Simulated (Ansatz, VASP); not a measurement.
Two plane-wave programs on BeTe

INCAR

```
SYSTEM = BeTe
  PREC = Accurate
  ENCUT = 520
  EDIFF = 1E-7
  ISMEAR = 0
  SIGMA = 0.03
  LREAL = .False.
  LASPH = .True.
  NELM = 80
  ALGO = Fast
  ISIF = 2
  LWAVE = .False.
  LCHARG = .False.
  GGA = PE
  NBANDS = 11
```

KPOINTS

```
regular mesh
0
Gamma
  8 8 8
  0 0 0
```

Contents of POSCAR:

```
BeTe
1.0
    0.0000000000      2.7700000000      2.7700000000
    2.7700000000      0.0000000000      2.7700000000
    2.7700000000      2.7700000000      0.0000000000
Te Be
1 1
Direct
    0.7500000000      0.7500000000      0.7500000000
    0.0000000000      0.0000000000      0.0000000000
```

Contents of input.yaml:

```yaml
crystal:
  lattice:
    - [0.0, 2.77, 2.77]
    - [2.77, 0.0, 2.77]
    - [2.77, 2.77, 0.0]
  atoms:
    - { symbol: Te, position: [0.75, 0.75, 0.75] }
    - { symbol: Be, position: [0.0, 0.0, 0.0] }
hamiltonian:
  xc: pbe
  pseudopotentials: { kind: paw }
kpoints:
  mp_grid: { grid: [8, 8, 8] }
scf:
  occupations: { method: gaussian, width: 0.03 }
output:
  forces: true
  stress: true
  eigenvalues: true
```

Alike in both runs: task single point; functional PBE; k mesh 8 × 8 × 8; occupations gaussian, width 0.03 eV; no spin polarisation.

|  | VASP | Ansatz |
| --- | --- | --- |
| version | VASP 6.6.1 | Ansatz 0.2.0 |
| potentials or method | VASP PAW PBE potentials, release 64 (Te, Be) | Ansatz PAW |
| plane-wave cutoff (eV) | 520 | 420 |
| valence electrons in the cell | 8 | 18 |

|  | VASP | Ansatz | Ansatz less VASP |
| --- | --- | --- | --- |
| gap on the k mesh at the Fermi level (eV) | 1.85 | 1.86 | +0.016 |
| least direct gap on the mesh (eV) | 3.56 | 3.59 | +0.022 |
| pressure (GPa) | 4.5 | 4.3 | -0.18 |

With one functional, cell and mesh, what is left measures potentials, basis and numerics. The two sets of potentials don't hold the same shells in valence.

Caveats: spin-orbit coupling is left out, which moves the levels of the heavy elements. As with any semilocal functional, this PBE gap is likely too small. A k mesh can miss the band edges.
